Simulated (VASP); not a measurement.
## A VASP 6.6.1 single-point calculation on CaO

INCAR

```
IBRION = -1
ISMEAR = -1
LREAL = .FALSE.
GGA = PE
ISIF = 2
LCHARG = .FALSE.
EDIFF = 1E-6
NSW = 0
NELECT = 15
LWAVE = .FALSE.
SIGMA = 0.02
LASPH = .TRUE.
ENCUT = 520
NELM = 120
PREC = Accurate
NBANDS = 15
```

KPOINTS

```
KPOINTS created by Atomic Simulation Environment
0
Gamma
10 10 10
0 0 0
```

POSCAR

```
Ca O
 1.0000000000000000
     0.0000000000000000    2.4694766170000002    2.3630445319000000
     2.4694766170000002    0.0000000000000000    2.3630445319000000
     2.4694766170000002    2.4694766170000002    0.0000000000000000
 Ca  O
   1   1
Cartesian
  0.0000000000000000  0.0000000000000000  0.0000000000000000
  2.4694766169999998  2.4694766169999998  2.3630445319000000
```

The recommended PBE PAW datasets give the neutral cell 16 valence electrons.

Command

```
mpirun -np 1 vasp_std
```

OSZICAR

```
N       E                     dE             d eps       ncg     rms          rms(c)
DAV:   1     0.111663289105E+03    0.11166E+03   -0.74710E+03  3060   0.973E+02
DAV:   2    -0.862543545160E+01   -0.12029E+03   -0.11422E+03  3816   0.270E+02
DAV:   3    -0.132738787712E+02   -0.46484E+01   -0.45070E+01  3670   0.536E+01
DAV:   4    -0.134223596309E+02   -0.14848E+00   -0.14835E+00  4377   0.857E+00
DAV:   5    -0.134238017756E+02   -0.14421E-02   -0.14421E-02  3652   0.787E-01    0.493E+00
DAV:   6    -0.139023973014E+02   -0.47860E+00   -0.18574E-01  3447   0.579E+00    0.246E+00
DAV:   7    -0.139295133129E+02   -0.27116E-01   -0.18105E-01  3732   0.379E+00    0.102E+00
DAV:   8    -0.139247924356E+02    0.47209E-02   -0.31344E-02  3270   0.174E+00    0.507E-01
DAV:   9    -0.139294613448E+02   -0.46689E-02   -0.51926E-03  3571   0.780E-01    0.723E-02
DAV:  10    -0.139297838038E+02   -0.32246E-03   -0.44578E-04  4102   0.177E-01    0.378E-02
DAV:  11    -0.139299402818E+02   -0.15648E-03   -0.20703E-04  3543   0.118E-01    0.374E-02
DAV:  12    -0.139299243087E+02    0.15973E-04   -0.85142E-06  3445   0.294E-02    0.273E-02
DAV:  13    -0.139299090050E+02    0.15304E-04   -0.33243E-05  3837   0.420E-02    0.474E-03
DAV:  14    -0.139299085980E+02    0.40700E-06   -0.30118E-06  3354   0.144E-02
   1 F= -.13929909E+02 E0= -.13926620E+02  d E =-.657650E-02
```

From OUTCAR

```
k-points           NKPTS =    102   k-points in BZ     NKDIM =    102   number of bands    NBANDS=     15

   NELECT =      15.0000    total number of electrons

   dimension x,y,z NGX =    28 NGY =   28 NGZ =   28
   dimension x,y,z NGXF=    56 NGYF=   56 NGZF=   56

  energy-cutoff  :      520.00
  volume of cell :       28.82
      direct lattice vectors                 reciprocal lattice vectors
     0.000000000  2.469476617  2.363044532    -0.202472053  0.202472053  0.211591442
     2.469476617  0.000000000  2.363044532     0.202472053 -0.202472053  0.211591442
     2.469476617  2.469476617  0.000000000     0.202472053  0.202472053 -0.211591442

 k-points in reciprocal lattice and weights: KPOINTS created by Atomic Simulation Env
   0.00000000  0.00000000  0.00000000       0.001
   0.10000000  0.00000000  0.00000000       0.008
   0.20000000  0.00000000  0.00000000       0.008
   0.30000000  0.00000000  0.00000000       0.008
   0.40000000  0.00000000  0.00000000       0.008
   0.50000000  0.00000000  0.00000000       0.004
   0.10000000  0.10000000  0.00000000       0.002
   0.20000000  0.10000000  0.00000000       0.008
   ...

 E-fermi :   0.3175

 k-point     1 :       0.0000    0.0000    0.0000
  band No.  band energies     occupation
      1     -35.0606      2.00000
      2     -15.8806      2.00000
      3     -15.8592      2.00000
      4     -15.8592      2.00000
      5     -14.7328      2.00000
      6       0.7123      0.00000
      7       0.7123      0.00000
      8       0.7416      0.00000
      9       7.2989      0.00000
     10       8.9233      0.00000
     11       8.9233      0.00000
     12       9.2529      0.00000
     13      10.1345      0.00000
     14      10.5171      0.00000
     15      18.4116      0.00000

 k-point     2 :       0.1000    0.0000    0.0000
  band No.  band energies     occupation
      1     -35.0523      2.00000
      2     -16.0876      2.00000
      3     -15.8731      2.00000
      4     -15.8655      2.00000
      5     -14.5150      2.00000
      6       0.5092      0.00014
      7       0.6269      0.00000
      8       0.6376      0.00000
      9       7.6486      0.00000
     10       8.9332      0.00000
     11       9.0827      0.00000
     12       9.3349      0.00000
     13      10.3123      0.00000
     14      10.7092      0.00000
     15      18.7198      0.00000

 k-point     3 :       0.2000    0.0000    0.0000
  band No.  band energies     occupation
      1     -35.0304      2.00000
      2     -16.4829      2.00000
      3     -15.8816      2.00000
      4     -15.8794      2.00000
      5     -14.1211      2.00000
      6       0.0102      2.00000
      7       0.4023      0.02834
      8       0.4141      0.01586
      9       8.5281      0.00000
     10       8.9405      0.00000
     11       9.5207      0.00000
     12       9.6864      0.00000
     13      10.7919      0.00000
     14      11.2192      0.00000
     15      18.9735      0.00000

 ...

  Total       -5.6726854     -5.6726854     -4.6063056      0.0000000      0.0000000      0.0000000
  in kB     -315.3461559   -315.3461559   -256.0658051      0.0000000      0.0000000      0.0000000
  external PRESSURE =    -295.5860389 kB  Pullay stress =       0.0000000 kB

 POSITION                                       TOTAL-FORCE (eV/Angst)
 -----------------------------------------------------------------------------------
      0.00000      0.00000      0.00000        -0.000000     -0.000000      0.000000
      2.46948      2.46948      2.36304         0.000000      0.000000      0.000000
 -----------------------------------------------------------------------------------
    total drift:                                0.000000      0.000000      0.000000

  FREE ENERGIE OF THE ION-ELECTRON SYSTEM (eV)
  ---------------------------------------------------
  free  energy   TOTEN  =       -13.9299085980 eV

  energy  without entropy=      -13.9233320964  energy(sigma->0) =      -13.92662035
```

It converged. Results: pressure -29.6 GPa.

The cell is charged and sits in a uniform background.

For comparison, a separate PBE run of the intended cell, on usual settings and not on those above, gives a gap of 3.49 eV on its mesh and a pressure of -1.3 GPa.

The run above took about 55 s on one core of a shared host (Intel Xeon Platinum 8488C) and held 0.19 GiB at most.
